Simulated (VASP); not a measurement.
# InAs (F-43m) in VASP: single point with PBEsol

Aim: the single point of InAs with PBEsol.

Everything below comes from runs of VASP 6.6.1. Logs are shortened: lines on timing, memory, paths and dates and some standing lists are left out, and cuts for length are marked.

**The experiment to reproduce.**

From a printed reference work, data compilation, for a bulk crystal of InAs at 4.2 K: band gap 0.418 eV (direct).

The runs below are set against these values where they give the same quantity.

## Step 1: The cell of the first run

Symmetry: F-43m, No. 216, cubic system. The conventional cell has a = 6.048 Å, b = 6.048 Å, c = 6.048 Å, α = 90.00°, β = 90.00°, γ = 90.00°. Within 3.5 Å of In (site symmetry -43m) lie 4 As at 2.62 Å. As (site symmetry -43m) has 4 In at 2.62 Å within 3.5 Å.

## Step 2: Single point, PBEsol

INCAR reads:

```
ALGO     = Normal         # electronic algorithm
EDIFF    = 1E-6           # SCF threshold, eV
ENCUT    = 500            # plane-wave cutoff, eV
GGA      = PS             # functional
GGA_COMPAT= False        
ISIF     = 2              # what is computed and relaxed
ISMEAR   = 0              # smearing method
LASPH    = True           # aspherical terms in the spheres
LCHARG   = False          # write CHGCAR
LREAL    = False          # projectors in reciprocal space
LWAVE    = False          # write WAVECAR
NBANDS   = 16             # bands
NELM     = 120            # most SCF steps
PREC     = Accurate       # precision mode
SIGMA    = 0.1            # smearing width, eV
```

KPOINTS reads:

```
k-points
0
Gamma
  6 6 6
```

POSCAR reads:

```
InAs
1.0
    0.0000000000      3.0240000000      3.0240000000
    3.0240000000      0.0000000000      3.0240000000
    3.0240000000      3.0240000000      0.0000000000
In As
1 1
Direct
    0.0000000000      0.0000000000      0.0000000000
    0.7500000000      0.7500000000      0.7500000000
```

Potentials or basis: VASP PAW PBE potentials, release 64 (In_d, As).

Started as:

```sh
$ cat potpaw_PBE.64/In_d/POTCAR potpaw_PBE.64/As/POTCAR > POTCAR
$ mpirun -np 1 vasp_std > vasp.out
```

OUTCAR:

```text
EDIFF = 1E-6
   ENCUT = 500
   GGA = PS
   ISIF = 2
   ISMEAR = 0
   LASPH = True
   LREAL = False
   NELM = 120
   PREC = Accurate

 ion  position               nearest neighbor table
   1  0.000  0.000  0.000-   2 2.62   2 2.62   2 2.62   2 2.62
   2  0.750  0.750  0.750-   1 2.62   1 2.62   1 2.62   1 2.62

  LATTYP: Found a face centered cubic cell.
 ALAT       =     6.0480000000

  Lattice vectors:

 A1 = (   0.0000000000,   3.0240000000,   3.0240000000)
 A2 = (   3.0240000000,   0.0000000000,   3.0240000000)
 A3 = (   3.0240000000,   3.0240000000,   0.0000000000)

Analysis of symmetry for initial positions (statically):
=====================================================================
 Subroutine PRICEL returns:
 Original cell was already a primitive cell.

 Routine SETGRP: Setting up the symmetry group for a
 face centered cubic supercell.

 Subroutine GETGRP returns: Found 24 space group operations
 (whereof 24 operations were pure point group operations)
 out of a pool of 48 trial point group operations.

The static configuration has the point symmetry T_d .

Analysis of symmetry for dynamics (positions and initial velocities):
=====================================================================
 Subroutine PRICEL returns:
 Original cell was already a primitive cell.

 Routine SETGRP: Setting up the symmetry group for a
 face centered cubic supercell.

 Subroutine GETGRP returns: Found 24 space group operations
 (whereof 24 operations were pure point group operations)
 out of a pool of 48 trial point group operations.

The dynamic configuration has the point symmetry T_d .

 Subroutine INISYM returns: Found 24 space group operations
 (whereof 24 operations are pure point group operations),
 and found     1 'primitive' translations

----------------------------------------------------------------------------------------

                                     Primitive cell

  volume of cell :      55.3064

  direct lattice vectors                    reciprocal lattice vectors
     0.000000000  3.024000000  3.024000000    -0.165343915  0.165343915  0.165343915
     3.024000000  0.000000000  3.024000000     0.165343915 -0.165343915  0.165343915
     3.024000000  3.024000000  0.000000000     0.165343915  0.165343915 -0.165343915

  length of vectors
     4.276581813  4.276581813  4.276581813     0.286384062  0.286384062  0.286384062

  position of ions in fractional coordinates (direct lattice)
     0.000000000  0.000000000  0.000000000
     0.750000000  0.750000000  0.750000000

  ion indices of the primitive-cell ions
   primitive index   ion index
                 1           1
                 2           2

----------------------------------------------------------------------------------------

 KPOINTS: k-points

Automatic generation of k-mesh.
 Grid dimensions read from file:
 generate k-points for:    6    6    6

 Generating k-lattice:

  Cartesian coordinates                     Fractional coordinates (reciprocal lattice)
    -0.027557319  0.027557319  0.027557319     0.166666667  0.000000000  0.000000000
     0.027557319 -0.027557319  0.027557319     0.000000000  0.166666667  0.000000000
     0.027557319  0.027557319 -0.027557319     0.000000000  0.000000000  0.166666667

  Length of vectors
     0.047730677  0.047730677  0.047730677

  Shift w.r.t. Gamma in fractional coordinates (k-lattice)
     0.000000000  0.000000000  0.000000000

 Subroutine IBZKPT returns following result:
 ===========================================

 Found     16 irreducible k-points:

 Following reciprocal coordinates:
            Coordinates               Weight
  0.000000  0.000000  0.000000      1.000000
  0.166667  0.000000  0.000000      8.000000
  0.333333  0.000000  0.000000      8.000000
  0.500000  0.000000  0.000000      4.000000
  0.166667  0.166667  0.000000      6.000000
  0.333333  0.166667  0.000000     24.000000
[... 8 lines left out ...]
 -0.333333  0.333333  0.166667     24.000000
 -0.333333  0.500000  0.166667     12.000000
   k-points           NKPTS =     16   k-points in BZ     NKDIM =     16   number of bands    NBANDS=     16
   number of dos      NEDOS =    301   number of ions     NIONS =      2
   total plane-waves  NPLWV =  32768
   dimension x,y,z NGX =    32 NGY =   32 NGZ =   32
   dimension x,y,z NGXF=    64 NGYF=   64 NGZF=   64
   ions per type =               1   1
   NGX,Y,Z   is equivalent  to a cutoff of  12.44, 12.44, 12.44 a.u.
   NGXF,Y,Z  is equivalent  to a cutoff of  24.88, 24.88, 24.88 a.u.
 SYSTEM =  unknown system
   PREC   = accura    normal or accurate (medium, high low for compatibility)
   ISTART =      0    job   : 0-new  1-cont  2-samecut
   ICHARG =      2    charge: 1-file 2-atom 10-const
   ISPIN  =      1    spin polarized calculation?
   LNONCOLLINEAR =      F non collinear calculations
   LSORBIT =      F    spin-orbit coupling
   LASPH  =      T    aspherical Exc in radial PAW
   ENCUT  =  500.0 eV  36.75 Ry    6.06 a.u.   7.80  7.80  7.80*2*pi/ulx,y,z
   NELM   =    120;   NELMIN=  2; NELMDL= -5     # of ELM steps
   EDIFF  = 0.1E-05   stopping-criterion for ELM
   LREAL  =      F    real-space projection
   EDIFFG = 0.1E-04   stopping-criterion for IOM
   NSW    =      0    number of steps for IOM
   IBRION =     -1    ionic relax: 0-MD 1-quasi-New 2-CG
   NFREE  =      0    steps in history (QN), initial steepest desc. (CG)
   ISIF   =      2    stress and relaxation
   ISYM   =      2    0-nonsym 1-usesym 2-fastsym
   POTIM  = 0.5000    time-step for ionic-motion
   TEBEG  =    0.0;   TEEND  =   0.0 temperature during run
   PSTRESS=    0.0 pullay stress
   NELECT =      18.0000    total number of electrons
   NUPDOWN=      -1.0000    fix difference up-down
   EMIN   =  10.00;   EMAX   =-10.00  energy-range for DOS
   EFERMI =   0.00;   METHOD = LEGACY
   ISMEAR =     0;   SIGMA  =   0.10  broadening in eV -4-tet -1-fermi 0-gaus
   EFERMI_NEDOS =   21; number of points for ismear=-14 and -15
   IALGO  =     38    algorithm
   IMIX   =      4    mixing-type and parameters
     AMIX     =   0.40;   BMIX     =  1.00
     AMIX_MAG =   1.60;   BMIX_MAG =  1.00
  volume/ion in A,a.u.               =      27.65       186.61
  Fermi-wavevector in a.u.,A,eV,Ry     =   1.126092  2.128005 17.253320  1.268083
  Thomas-Fermi vector in A             =   2.262772
   LORBIT       =      0    0 simple, 1 ext, 2 COOP (PROOUT), +10 PAW based schemes
   GGA     = PS    functional components
   LHFCALC =     F    Hartree Fock is set to
   AEXX    =    0.0000 exact exchange contribution
   IVDW    =     0    specifies the selected vdW correction
   LEPSILON=     F    determine dielectric tensor
   LRPA    =     F    only Hartree local field effects (RPA)
 non-spin polarized calculation
 Gauss-broadening in eV      SIGMA  =   0.10
  energy-cutoff  :      500.00
  volume of cell :       55.31
 maximum number of plane-waves:      1420
   NGX = 15   NGY = 15   NGZ = 15

 number of electron      17.9999990 magnetization

 Free energy of the ion-electron system (eV)
  ---------------------------------------------------
  ext. energy  EPLUGINS =         0.00000000
  ---------------------------------------------------
  free energy    TOTEN  =        -8.46641863 eV

  energy without entropy =       -8.46570443  energy(sigma->0) =       -8.46606153

 E-fermi :   4.4060     XC(G=0):  -9.2793

 val. band max:        4.3755258304   @ k =   0.0000   0.0000   0.0000
 cond. band min:       5.2446120148   @ k =   0.5000   0.0000   0.0000
 fundamental gap:      0.8690861844
 Fermi energy:         4.4059833653

 k-point     1 :       0.0000    0.0000    0.0000
  band No.  band energies     occupation
      1      -9.9640      2.00000
      2      -9.9640      2.00000
      3      -9.9640      2.00000
      4      -9.8366      2.00000
      5      -9.8366      2.00000
      6      -7.5118      2.00000
[... 8 lines left out ...]
     15      14.0358      0.00000
     16      14.0358      0.00000

 k-point     2 :       0.1667    0.0000    0.0000
  band No.  band energies     occupation
      1      -9.9990      2.00000
      2      -9.9541      2.00000
      3      -9.9541      2.00000
      4      -9.8366      2.00000
      5      -9.8366      2.00000
      6      -7.2269      2.00000
[... 8 lines left out ...]
     15      12.9077      0.00000
     16      12.9077      0.00000

 k-point     3 :       0.3333    0.0000    0.0000
  band No.  band energies     occupation
      1     -10.0623      2.00000
      2      -9.9379      2.00000
      3      -9.9379      2.00000
      4      -9.8328      2.00000
      5      -9.8328      2.00000
      6      -6.5179      2.00000
[... 8 lines left out ...]
     15      13.3896      0.00000
     16      13.3896      0.00000

 k-point     4 :       0.5000    0.0000    0.0000
  band No.  band energies     occupation
      1     -10.0913      2.00000
      2      -9.9321      2.00000
      3      -9.9321      2.00000
      4      -9.8284      2.00000
      5      -9.8284      2.00000
      6      -6.0262      2.00000
[... 8 lines left out ...]
     15      15.0670      0.00000
     16      15.0670      0.00000
[... 172 lines left out ...]
 k-point    14 :       0.5000    0.3333    0.1667
  band No.  band energies     occupation
      1     -10.1043      2.00000
      2      -9.9193      2.00000
      3      -9.9067      2.00000
      4      -9.8521      2.00000
      5      -9.8251      2.00000
      6      -5.9808      2.00000
[... 8 lines left out ...]
     15      14.9080      0.00000
     16      16.2699      0.00000

 k-point    15 :      -0.3333    0.3333    0.1667
  band No.  band energies     occupation
      1     -10.1170      2.00000
      2      -9.9188      2.00000
      3      -9.8983      2.00000
      4      -9.8479      2.00000
      5      -9.8289      2.00000
      6      -5.6025      2.00000
[... 8 lines left out ...]
     15      15.1301      0.00000
     16      16.1137      0.00000

 k-point    16 :      -0.3333    0.5000    0.1667
  band No.  band energies     occupation
      1     -10.1335      2.00000
      2      -9.9051      2.00000
      3      -9.8877      2.00000
      4      -9.8591      2.00000
      5      -9.8230      2.00000
      6      -5.4402      2.00000
[... 8 lines left out ...]
     15      15.9713      0.00000
     16      16.1282      0.00000

------------------------ aborting loop because EDIFF is reached ----------------------------------------

  FORCE on cell =-STRESS in cart. coord.  units (eV):
  Direction    XX          YY          ZZ          XY          YZ          ZX
  --------------------------------------------------------------------------------------
  -------------------------------------------------------------------------------------
  Total        0.4493620      0.4493620      0.4493620     -0.0000000      0.0000000     -0.0000000
  in kB       13.0176195     13.0176195     13.0176195     -0.0000000      0.0000000     -0.0000000
  external PRESSURE =      13.0176195 kB  Pullay stress =       0.0000000 kB

 VOLUME and BASIS-vectors are now :
 -----------------------------------------------------------------------------
  energy-cutoff  :      500.00
  volume of cell :       55.31
      direct lattice vectors                 reciprocal lattice vectors
     0.000000000  3.024000000  3.024000000    -0.165343915  0.165343915  0.165343915
     3.024000000  0.000000000  3.024000000     0.165343915 -0.165343915  0.165343915
     3.024000000  3.024000000  0.000000000     0.165343915  0.165343915 -0.165343915

 POSITION                                       TOTAL-FORCE (eV/Angst)
 -----------------------------------------------------------------------------------
      0.00000      0.00000      0.00000        -0.000000     -0.000000     -0.000000
      4.53600      4.53600      4.53600         0.000000      0.000000      0.000000
 -----------------------------------------------------------------------------------
    total drift:                                0.000000      0.000000      0.000000

  FREE ENERGIE OF THE ION-ELECTRON SYSTEM (eV)
  ---------------------------------------------------
  free  energy   TOTEN  =        -8.4664186328 eV

  energy  without entropy=       -8.4657044254  energy(sigma->0) =       -8.46606153
```

Wall time 5.3 s (1 thread of Intel Xeon 6975P-C (Granite Rapids), shared host); peak memory 0.18 GiB.

What came out:

```yaml
Free_energy: -8.4664 eV
Pressure: 1.3 GPa
Band_gap_on_the_k_mesh: zero (filled and empty bands touch)
```

Caveat: the PAW data sets were made with another functional, which shifts forces and pressure a little; spin-orbit coupling is left out, which moves the levels of the heavy elements.

## Step 3: How close it comes

Step 2. A measured gap of InAs is 0.418 eV (direct; 4.2 K; a printed reference work, data compilation); the calculated 0.00 eV misses it by -0.42 eV. Spin-orbit coupling on As, In is left out. The value is that of PBEsol on a finite k mesh, which can miss the band edges, without temperature or zero-point motion. Semilocal functionals fall short of measured gaps as a rule.
